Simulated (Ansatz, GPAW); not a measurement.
**The basis that the transmission of graphene, current along zigzag, 1 cells wide; a C-C pair replaced by B-B needs**

Aim: T(E), conductance and thermopower of graphene, current along zigzag, 1 cells wide; a C-C pair replaced by B-B, and what cheaper settings cost in accuracy.

Calculated with GPAW 26.7.0 and Ansatz 0.2.0; Ansatz plane waves; Landauer transmission by layers, zero bias; PAW set soft_1, in the first sound run; inputs show where later runs differ.

**1. The structure**

The cell holds 48 atoms: 46 C and 2 B. Cell: a = 4.261 Å, b = 12.000 Å, c = 29.520 Å, α = 90.0°, β = 90.0°, γ = 90.0°. Regions: left lead, 20 atoms (20 C); channel, 8 atoms (6 C and 2 B); right lead, 20 atoms (20 C). Vacuum lies along b. The structure is stacked along c, and the current runs across the ab planes.

**2. Plane waves, PBE**

A plane-wave run comes first: its basis does not favour the atoms, so it serves as the reference for the orbital bases.

File input.yaml:

```yaml
crystal:
  lattice:
    - [4.2608449866, 0.0, 0.0]
    - [0.0, 12.0, 0.0]
    - [0.0, 0.0, 29.52]
  atoms:
    - { symbol: C, position: [0.0, 0.5, 0.0208333333] }
    - { symbol: C, position: [0.333333333, 0.5, 0.0208333333] }
    - { symbol: C, position: [0.5, 0.5, 0.0625] }
    - { symbol: C, position: [0.833333333, 0.5, 0.0625] }
    - { symbol: C, position: [0.0, 0.5, 0.1041666667] }
    - { symbol: C, position: [0.333333333, 0.5, 0.1041666667] }
    - { symbol: C, position: [0.5, 0.5, 0.1458333333] }
    - { symbol: C, position: [0.833333333, 0.5, 0.1458333333] }
    - { symbol: C, position: [0.0, 0.5, 0.1875] }
    - { symbol: C, position: [0.333333333, 0.5, 0.1875] }
    - { symbol: C, position: [0.5, 0.5, 0.2291666667] }
    - { symbol: C, position: [0.833333333, 0.5, 0.2291666667] }
    - { symbol: C, position: [0.0, 0.5, 0.2708333333] }
    - { symbol: C, position: [0.333333333, 0.5, 0.2708333333] }
    - { symbol: C, position: [0.5, 0.5, 0.3125] }
    - { symbol: C, position: [0.833333333, 0.5, 0.3125] }
    - { symbol: C, position: [0.0, 0.5, 0.3541666667] }
    - { symbol: C, position: [0.333333333, 0.5, 0.3541666667] }
    - { symbol: C, position: [0.5, 0.5, 0.3958333333] }
    - { symbol: C, position: [0.833333333, 0.5, 0.3958333333] }
    - { symbol: C, position: [0.0, 0.5, 0.4375] }
    - { symbol: C, position: [0.333333333, 0.5, 0.4375] }
    - { symbol: B, position: [0.5, 0.5, 0.4791666667] }
    - { symbol: B, position: [0.833333333, 0.5, 0.4791666667] }
    - { symbol: C, position: [0.0, 0.5, 0.5208333333] }
    - { symbol: C, position: [0.333333333, 0.5, 0.5208333333] }
    - { symbol: C, position: [0.5, 0.5, 0.5625] }
    - { symbol: C, position: [0.833333333, 0.5, 0.5625] }
    - { symbol: C, position: [0.0, 0.5, 0.6041666667] }
    - { symbol: C, position: [0.333333333, 0.5, 0.6041666667] }
    - { symbol: C, position: [0.5, 0.5, 0.6458333333] }
    - { symbol: C, position: [0.833333333, 0.5, 0.6458333333] }
    - { symbol: C, position: [0.0, 0.5, 0.6875] }
    - { symbol: C, position: [0.333333333, 0.5, 0.6875] }
    - { symbol: C, position: [0.5, 0.5, 0.7291666667] }
    - { symbol: C, position: [0.833333333, 0.5, 0.7291666667] }
    - { symbol: C, position: [0.0, 0.5, 0.7708333333] }
    - { symbol: C, position: [0.333333333, 0.5, 0.7708333333] }
    - { symbol: C, position: [0.5, 0.5, 0.8125] }
    - { symbol: C, position: [0.833333333, 0.5, 0.8125] }
    - { symbol: C, position: [0.0, 0.5, 0.8541666667] }
    - { symbol: C, position: [0.333333333, 0.5, 0.8541666667] }
    - { symbol: C, position: [0.5, 0.5, 0.8958333333] }
    - { symbol: C, position: [0.833333333, 0.5, 0.8958333333] }
    - { symbol: C, position: [0.0, 0.5, 0.9375] }
    - { symbol: C, position: [0.333333333, 0.5, 0.9375] }
    - { symbol: C, position: [0.5, 0.5, 0.9791666667] }
    - { symbol: C, position: [0.833333333, 0.5, 0.9791666667] }
kpoints:
  mp_grid: { grid: [10, 1, 2] }
hamiltonian:
  xc: pbe
  pseudopotentials: { kind: paw, azcp: { folder: soft_1 } }
scf:
  occupations: { method: fermi_dirac, width: 0.1 }
output:
  transmission: { leads: [[0, 4]], e_range: [-1.5, 1.5], de: 0.075, kmesh: [27, 1] }
  write_potential: true
  write_density: true
  volumetric_format: npy
  elf: true
```

On the command line:

```sh
$ ansatz run input.yaml --threads 4 --pin off --max-ram 12288MiB --backend cpu --events-out ev --progress --plain --runs-dir out
```

Numbers of over 12 decimals in the logs are rounded to 6 here.

What it wrote:

```text
Engine: ansatz 0.2.0, aarch64-unknown-linux-gnu
Pseudopotentials: kind: paw
Pseudopotential: C, paw, valence charge 4, recommended cutoff 420 eV (normal), soft_1/C.paw.azcp
Pseudopotential: B, paw, valence charge 3, recommended cutoff 420 eV (normal), soft_1/B.paw.azcp
Functional definition: PBE
  parameter kappa = 0.804
  parameter beta = 0.066725
  exchange = pbe_x(kappa = kappa, mu = beta*pi^2/3)
  correlation = pbe_c(beta = beta)
Crystal: 48 atoms, lattice volume = 1509.362 Å³
Basis set: ecut = 420 eV, 29469 PW (Γ)
Bands: 143, of which v1, the nominal top of the filled ones, is band 95 counted from 1 (94 counted from 0)
Symmetry: 8 space group operations
Space group: Pmmm (ITA 47), of the structure as read, at distance tolerance 1.1e-4 Å
k-points: 12 of 20
Non-local potential: C, projectors of the file, l = 0: 2, l = 1: 2, l = 2: 1
Non-local potential: B, projectors of the file, l = 0: 2, l = 1: 2, l = 2: 1
PAW form: soft (Blöchl's): semilocal exchange-correlation on the pseudo side does not see the compensation charge
PAW one-centre angular grid: C, 110 points (default); XC on 64 Gauss nodes
PAW one-centre angular grid: B, 110 points (default); XC on 64 Gauss nodes
Initial density: superposition of atomic densities (neutral atoms: chi_scale 0, normalization atom)
Initial wavefunctions: pseudopotential atomic-orbital guess
Functional: x = pbe(κ = 0.804, μ = 0.219515), c = pbe(β = 0.066725)
SCF iter   1: F=—  HF=-11884.282980 eV  |F-HF|=—  |Δ(HF+E_count)|=         —  Δρ=7.18e-2  dr2=9.38e1  ethr=3.10e-3  ⟨swp⟩=9.5  Hψ=10161  notcnv=0  defer=328
preconditioner: auto → LDOS  [metal: Δε(μ)=0.072 eV  Ē_g=16.052 eV  σ=0.100 eV  W_gap=0.18  n_scr=198 (ndim 8)  ℏωp=13.2 eV  f_vac=0.640  D(μ)=3.67/eV (n_scr^D=12)  β→1.0]
SCF iter   2: F=—  HF=-11855.398852 eV  |F-HF|=—  |Δ(HF+E_count)|=    2.89e1  Δρ=2.92e-2  dr2=2.06e1  ethr=3.10e-3  ⟨swp⟩=4.7  Hψ=4591  notcnv=0  defer=443
SCF iter   3: F=—  HF=-11850.618252 eV  |F-HF|=—  |Δ(HF+E_count)|=    4.78e0  Δρ=5.28e-3  dr2=6.54e-1  ethr=3.10e-3  ⟨swp⟩=4.5  Hψ=3524  notcnv=0  defer=378
SCF iter   4: F=—  HF=-11850.532575 eV  |F-HF|=—  |Δ(HF+E_count)|=   8.57e-2  Δρ=1.92e-3  dr2=8.34e-2  ethr=3.44e-4  ⟨swp⟩=2.4  Hψ=2278  notcnv=0  defer=395
SCF iter   5: F=—  HF=-11850.521430 eV  |F-HF|=—  |Δ(HF+E_count)|=   1.11e-2  Δρ=7.40e-4  dr2=9.18e-3  ethr=4.39e-5  ⟨swp⟩=2.1  Hψ=2319  notcnv=0  defer=399
SCF iter   6: F=—  HF=-11850.521747 eV  |F-HF|=—  |Δ(HF+E_count)|=   3.17e-4  Δρ=4.09e-4  dr2=1.97e-3  ethr=4.83e-6  ⟨swp⟩=2.0  Hψ=2240  notcnv=0  defer=399
SCF iter   7: F=—  HF=-11850.523414 eV  |F-HF|=—  |Δ(HF+E_count)|=   1.67e-3  Δρ=2.57e-4  dr2=9.00e-4  ethr=1.04e-6  ⟨swp⟩=2.0  Hψ=2190  notcnv=0  defer=399
SCF iter   8: F=—  HF=-11850.523928 eV  |F-HF|=—  |Δ(HF+E_count)|=   5.14e-4  Δρ=1.37e-4  dr2=2.49e-4  ethr=4.74e-7  ⟨swp⟩=2.0  Hψ=2192  notcnv=0  defer=399
SCF iter   9: F=—  HF=-11850.524180 eV  |F-HF|=—  |Δ(HF+E_count)|=   2.52e-4  Δρ=6.59e-5  dr2=4.46e-5  ethr=1.31e-7  ⟨swp⟩=2.4  Hψ=1840  notcnv=0  defer=399
SCF iter  10: F=—  HF=-11850.524166 eV  |F-HF|=—  |Δ(HF+E_count)|=   1.41e-5  Δρ=1.87e-5  dr2=2.21e-6  ethr=2.35e-8  ⟨swp⟩=2.0  Hψ=2054  notcnv=0  defer=403
SCF iter  11: F=—  HF=-11850.524183 eV  |F-HF|=—  |Δ(HF+E_count)|=   1.69e-5  Δρ=8.50e-6  dr2=6.85e-7  ethr=1.16e-9  ⟨swp⟩=2.0  Hψ=2387  notcnv=0  defer=403
SCF iter  12: F=—  HF=-11850.524186 eV  |F-HF|=—  |Δ(HF+E_count)|=   3.74e-6  Δρ=4.23e-6  dr2=1.93e-7  ethr=3.60e-10  ⟨swp⟩=2.0  Hψ=2333  notcnv=0  defer=403
SCF iter  13: F=-11850.524189 eV  HF=-11850.524188 eV  |F-HF|=7.52e-7  |Δ(HF+E_count)|=   1.38e-6  Δρ=1.98e-6  dr2=1.51e-8  ethr=5.26e-11  ⟨swp⟩=37.7  Hψ=17167  notcnv=0
the search or the solves at the SCF's close seem to have found levels that the self-consistency loop had missed (the run counts 1). By its estimate they hold under 1e-12 electrons; where the run keeps them, the occupations were computed again with them
SCF 1 converged in 13 iterations: F = -11850.524189 eV  dr2 = 1.51e-8
  greatest PAW one-centre occupation: 0.695 electrons in one spin orbital (limit 2), on the C atom at site 25 (counted from 0), in its partial waves of l = 0
transmission: 58 of 532 steps passed
transmission: 112 of 532 steps passed
[...]
transmission: 532 of 532 steps passed
WARN: The output density's exchange-correlation potential varies sharply where the density is thin. Do not read a vacuum level from v_tot or v_xc, or from such a field of the output density. On a cell that repeats whose density bears no net charge and no dipole along the vacuum's axis use v_es (v_loc + v_h of the components); under efield.dipole_correction with no amplitude use v_es + v_field, which holds any externa [...]
SCF converged after 13 iterations
Free energy (F): -11850.524189 eV
Harris-Foulkes:  -11850.524188 eV  (|F-HF|=7.52e-7)
Internal energy: -11850.382012 eV  (E = F + TS)
E sigma→0 (E₀):  -11850.453100 eV
Entropy (-TS):   -0.142176 eV (-2.962 meV/atom)
Fermi energy:    -1.591823 eV
--- Per-component energies (eV) ---
  E_band       = -1916.805273
  E_kinetic    = 4193.881610
  E_local      = -42830.092556  (includes V_loc(G=0)·N_el)
  E_nonlocal   = 1103.183523
  E_hartree    = 19363.892411
  E_xc         = -2230.755498
  E_vxc        = -2743.018325  (∫ρ·V_xc dr)
  E_paw        = -4763.333462  (= ΣΔE_a)
  E_vpaw       = -368.542343  (= ΣTr[D̂ρ^β])
  E_aug_tail   = 0.000757  (compensation charges beyond the density's cutoff)
  E_ewald      = 13312.841202
  E_smearing   = -0.142176  (= −TS)
  E_closure    = -0.000000  (closes the sum)
  Σ components = -11850.524189   (vs F -11850.524189, Δ=0.00e0)
--- Band table (eV; the first three rows and the last of 12) ---
  k-point 0: bands = [... 91 lower, -2.0757, -1.7221, -1.6100, -1.0386, -1.0182, -0.9088, -0.6846, -0.1363, ... 44 higher]
  k-point 1: bands = [... 91 lower, -1.6461, -1.6100, -1.5768, -1.5040, -1.2340, -0.5276, -0.4195, -0.3924, ... 44 higher]
  k-point 2: bands = [... 91 lower, -2.3427, -2.2594, -1.7236, -1.6411, -0.8519, -0.3675, -0.3289, 0.2190, ... 44 higher]
  k-point 11: bands = [... 91 lower, -3.7590, -3.6915, -3.0318, -2.9132, -1.8281, 0.5694, 0.5846, 0.9651, ... 44 higher]
--- Transmission ---
  basis      : 451 plane waves across, 38 finite elements along
  points     : 14, standing for a mesh of 27 x 1
  energies   : 41 from -1.500000 to 1.500000 eV about the Fermi level, 0.075000 eV apart; the leads are filled to 0.000000 eV, and channels, transmission and decay are at -0.000000 eV
  crystal 0  : C4, at the sites [0, 4], period 2.4600 Å, over 28.29 Å; its Hamiltonian steps by up to 33.8 meV: too much for a lead, lay more layers or, if its atoms are ordered, name the step of that order
    offset         : up to 0.0000 Å between an atom of the period and one for which it stands
    channels       : 7.407407e-2 a spin
    conductance    : none, the energies end too early or step too widely for 300 K: set another output.transmission.e_range or a lower de, or, where they end at an eighth of basis.ecutwfc, a higher one
    slowest decay  : 0.0395 /Å at (0.0370, 0.0000)
  junction   : crystal 0 to crystal 0, -0.53 to 26.53 Å
    transmission   : 4.069313e-2 a spin
    conductance    : none, the energies end too early or step too widely for 300 K: set another output.transmission.e_range or a lower de, or, where they end at an eighth of basis.ecutwfc, a higher one
```

Wall time 28 min (4 threads of Arm Neoverse N1, shared host); peak memory 5.8 GiB; 1.7 h of CPU time.

This step gave:

```
free energy                                             : -11850.5242 eV
smearing term TS                                        : 0.1422 eV
symmetry operations                                     : 8
lead level                                              : 0 eV from the Fermi level
transmission at the Fermi level (one spin)              : 0.04069
open channels of the lead at the Fermi level (one spin) : 0.07407
step of the potential along the lead                    : 33.8 meV
offset of the lead                                      : 0 Å
slowest decay of the lead                               : 0.0395 Å⁻¹
```

One spin. Table of transmission, zone mean by energy, zero at the Fermi level:

```csv
energy (eV),"transmission, zone mean"
-1.50,0.444
-1.35,0.373
-1.20,0.378
-1.05,0.311
-0.90,0.243
-0.75,0.246
-0.68,0.205
-0.53,0.181
-0.38,0.112
-0.23,0.112
-0.07,0.0400
0.00,0.0407
0.07,0.0414
0.23,0.0428
0.38,0.0440
0.53,0.111
0.68,0.126
0.75,0.130
0.90,0.167
1.05,0.189
1.20,0.217
1.35,0.246
1.50,0.280
```

One spin. The open channels, zone mean by energy, zero at the Fermi level:

```csv
energy (eV),"open channels, zone mean"
-1.50,0.963
-1.35,0.815
-1.20,0.815
-1.05,0.667
-0.90,0.519
-0.75,0.519
-0.68,0.519
-0.53,0.370
-0.38,0.222
-0.23,0.222
-0.07,0.0741
0.00,0.0741
0.07,0.0741
0.23,0.0741
0.38,0.0741
0.53,0.222
0.68,0.222
0.75,0.222
0.90,0.370
1.05,0.519
1.20,0.519
1.35,0.667
1.50,0.815
```

At -0.0000 eV from the Fermi level; k in fractions of b1, b2; points that symmetry leaves. k resolved, by row:

```csv
spin,k1,k2,weight,t_junction_0,channels_crystal_0
-,0,0,0.03704,1.099,2
-,0.03704,0,0.07407,0,0
-,0.07407,0,0.07407,0,0
-,0.1111,0,0.07407,0,0
-,0.1481,0,0.07407,0,0
-,0.1852,0,0.07407,0,0
-,0.2222,0,0.07407,0,0
-,0.2593,0,0.07407,0,0
-,0.2963,0,0.07407,0,0
-,0.3333,0,0.07407,0,0
-,0.3704,0,0.07407,0,0
-,0.4074,0,0.07407,0,0
-,0.4444,0,0.07407,0,0
-,0.4815,0,0.07407,0,0
```

Crystal 0, spin -, k parallel (0, 0); distinct values, listed up to 1.5 1/Å. Im kz of the slowest decaying states against energy, zero at the Fermi level:

```csv
energy (eV),decay 1 (Å⁻¹),decay 2 (Å⁻¹),decay 3 (Å⁻¹),decay 4 (Å⁻¹)
-1.50,0.316,0.451,0.468,1.14
-1.35,0.330,0.471,0.473,1.13
-1.27,0.336,0.472,0.484,1.12
-1.12,0.349,0.474,0.504,1.10
-1.05,0.354,0.475,0.514,1.09
-0.90,0.365,0.477,0.533,1.07
-0.75,0.375,0.478,0.551,1.05
-0.68,0.380,0.479,0.559,1.04
-0.53,0.389,0.480,0.576,1.02
-0.45,0.394,0.480,0.584,1.01
-0.30,0.402,0.481,0.600,0.994
-0.15,0.409,0.482,0.616,0.974
-0.07,0.412,0.482,0.623,0.963
0.00,0.416,0.482,0.630,0.953
0.07,0.419,0.482,0.638,0.942
0.15,0.422,0.482,0.645,0.931
0.30,0.428,0.482,0.659,0.909
0.45,0.433,0.482,0.673,0.886
0.53,0.436,0.482,0.680,0.875
0.68,0.441,0.481,0.694,0.851
0.75,0.443,0.481,0.701,0.838
0.90,0.447,0.480,0.716,0.812
1.05,0.451,0.479,0.734,0.781
1.12,0.453,0.478,0.754,0.877
1.27,0.456,0.476,0.748,0.837
1.35,0.457,0.476,0.744,0.815
1.50,0.460,0.474,0.736,0.765
```

Crystal 0, spin -, k parallel (0, 0). Re kz of states that move upwards against energy, zero at the Fermi level:

```csv
energy (eV),channel 1 (Å⁻¹),channel 2 (Å⁻¹)
-1.50,-1.12,0.450
-1.43,-1.11,0.475
-1.35,-1.10,0.498
-1.27,-1.09,0.521
-1.20,-1.08,0.542
-1.12,-1.07,0.563
-1.05,-1.06,0.583
-0.90,-1.03,0.621
-0.82,-1.02,0.639
-0.75,-1.01,0.657
-0.68,-0.998,0.674
-0.60,-0.986,0.691
-0.53,-0.974,0.707
-0.45,-0.962,0.723
-0.38,-0.950,0.739
-0.30,-0.938,0.754
-0.23,-0.926,0.770
-0.15,-0.913,0.785
-0.07,-0.900,0.799
0.00,-0.887,0.814
0.07,-0.874,0.828
0.15,-0.861,0.842
0.23,-0.847,0.855
0.30,-0.833,0.869
0.38,-0.819,0.882
0.45,-0.804,0.895
0.53,-0.790,0.908
0.60,-0.774,0.921
0.68,-0.758,0.934
0.75,-0.742,0.946
0.82,-0.725,0.959
0.90,-0.707,0.971
1.05,-0.668,0.995
1.12,-0.648,1.01
1.20,-0.625,1.02
1.27,-0.601,1.03
1.35,-0.576,1.04
1.43,-0.547,1.05
1.50,-0.515,1.06
```

The electrostatic potential energy of an electron (with the applied field's), less the Fermi level, planar mean oscillates, so the rows of the table below give means over windows of 1.18 Å about each position, cut where the curve ends. Its first 14 maxima inside the range that stand out by 2 % of the span (Å: eV): 1.2: 2.57, 2.5: 2.59, 3.7: 2.64, 4.9: 2.64, 6.2: 2.70, 7.4: 2.79, 8.6: 2.84, 9.9: 2.95, 11.1: 3.14, 12.3: 3.31, 13.6: 3.52, 14.8: 3.54, 15.9: 3.32, 17.3: 3.10. Its first 14 minima: 0.6: 1.05, 1.8: 1.10, 3.1: 1.08, 4.3: 1.11, 5.5: 1.19, 6.8: 1.21, 8.0: 1.28, 9.2: 1.41, 10.5: 1.51, 11.7: 1.68, 12.8: 1.94, 14.2: 2.43, 15.4: 1.92, 16.7: 1.71.

Table of electrostatic potential energy of an electron (with the applied field's), less the Fermi level, planar mean by z; means over each step:

z (Å), electrostatic potential energy of an electron (with the applied field's), less the Fermi level, planar mean (eV) and a bar from the least value:
```
     0.59       1.74 ##
     1.77       1.75 ###
     2.95       1.78 ###
     4.13       1.81 ####
     5.31       1.86 #####
     6.49       1.92 #######
     7.67       1.99 ########
     8.85       2.08 ###########
    10.03       2.20 ##############
    11.21       2.36 ##################
    12.39       2.57 #######################
    13.57       2.85 ##############################
    14.75       2.84 ##############################
    15.93       2.56 #######################
    17.11       2.36 ##################
    18.29       2.20 ##############
    19.47       2.08 ###########
    20.65       1.99 #########
    21.83       1.92 #######
    23.01       1.86 #####
    24.19       1.82 ####
    25.37       1.78 ###
    26.55       1.76 ###
    27.73       1.74 ##
    28.91       1.65
```

The valence density, planar mean oscillates, so the rows of the table below give means over windows of 1.25 Å about each position, cut where the curve ends. Its first 14 maxima inside the range that stand out by 2 % of the span (Å: e/Å³): 0.6: 0.131, 1.9: 0.131, 3.1: 0.131, 4.3: 0.131, 5.6: 0.131, 6.8: 0.131, 8.1: 0.131, 9.3: 0.131, 10.6: 0.131, 11.8: 0.131, 13.1: 0.135, 15.2: 0.135, 16.4: 0.131, 17.7: 0.131. Its first 14 minima: 1.2: 0.121, 2.5: 0.121, 3.7: 0.121, 4.9: 0.121, 6.2: 0.121, 7.4: 0.121, 8.6: 0.121, 9.9: 0.121, 11.1: 0.121, 12.3: 0.121, 14.2: 0.0828, 15.9: 0.121, 17.3: 0.121, 18.4: 0.120.

Table of valence density, planar mean by z; means over each step:

```csv
z (Å),"valence density, planar mean (e/Å³)"
0.62,0.127
1.88,0.127
3.12,0.127
4.38,0.127
5.62,0.127
6.88,0.127
8.12,0.127
9.38,0.127
10.62,0.127
11.88,0.127
13.12,0.125
14.38,0.0990
15.62,0.128
16.88,0.127
18.12,0.127
19.38,0.127
20.62,0.127
21.88,0.127
23.12,0.127
24.38,0.127
25.62,0.127
26.88,0.127
28.12,0.127
```

Valence density in the ca plane at fractional y = 0.500, with atoms of C and B within 0.2 Å of it. It is the smooth field of the valence electrons, not physical close to the nuclei.

Values in e/Å³, 6 rows by 16 columns, each cell a mean:
```
1.6 1.8 1.6 1.8 1.8 1.6 1.8 1.6 1.3 1.5 1.7 1.8 1.6 1.8 1.7 1.7
0.5 1.7 0.5 1.2 1.1 0.5 1.7 0.4 1.0 0.8 0.6 1.6 0.4 1.4 0.9 0.7
0.7 1.7 0.7 1.3 1.2 0.7 1.7 0.6 0.9 0.8 0.8 1.7 0.6 1.5 1.0 0.9
1.8 1.6 1.8 1.7 1.7 1.8 1.6 1.8 1.3 1.6 1.8 1.6 1.8 1.6 1.8 1.8
1.5 0.4 1.6 0.7 0.9 1.4 0.4 1.6 0.6 1.0 1.4 0.4 1.7 0.5 1.1 1.2
1.6 0.6 1.6 0.9 1.0 1.5 0.6 1.7 0.8 1.2 1.5 0.6 1.7 0.7 1.2 1.3
```
Columns run along c (16.0 Å, from fractional 0.19 to 0.73 of the cell), rows up along a (4.3 Å). Atoms in or near the plane, at fractional coordinates: C at (0.19, 0.00), C at (0.19, 0.33), C at (0.23, 0.50), C at (0.23, 0.83), C at (0.27, 0.00), C at (0.27, 0.33), C at (0.31, 0.50), C at (0.31, 0.83), C at (0.35, 0.00), C at (0.35, 0.33), C at (0.40, 0.50), C at (0.40, 0.83), C at (0.44, 0.00), C at (0.44, 0.33) and more.

ELF in the ca plane at fractional y = 0.500, with atoms of C and B within 0.2 Å of it. It is the smooth field of the valence electrons, not physical close to the nuclei.

Ten even steps from '0' (0.03) to '9' (0.96), each cell a mean:
```
26965973795695388479459738945975982696596389
57721775770287685048678304866830685771177576
12555531355552146554225555522555631355553135
01599610169951027984015999500489720169961027
23544542454453245355335444533544542354453245
57821886871387686048679405977831785782187687
15966962795795288588349848934975972696696279
13644631464463156356227647612654641364463146
88410378730158872026885202688510378840048873
87410478730157862026875213677510378741147873
03755730475572056466117757712764740375573047
```
Columns run along c (16.0 Å, from fractional 0.19 to 0.73 of the cell), rows up along a (4.3 Å). Atoms in or near the plane, at fractional coordinates: C at (0.19, 0.00), C at (0.19, 0.33), C at (0.23, 0.50), C at (0.23, 0.83), C at (0.27, 0.00), C at (0.27, 0.33), C at (0.31, 0.50), C at (0.31, 0.83), C at (0.35, 0.00), C at (0.35, 0.33), C at (0.40, 0.50), C at (0.40, 0.83), C at (0.44, 0.00), C at (0.44, 0.33) and more.

(Continued in part 2 of 3.)

[Logs are printed without paths, hosts, clocks, repeated set-up lines and the standing remarks that a program may print on its own settings, such as how far it seeks lower states.]

[Hosts, paths, dates, database ids (printed as entryN), source tags and the programs' standing remarks are cut or masked in the printed files.]
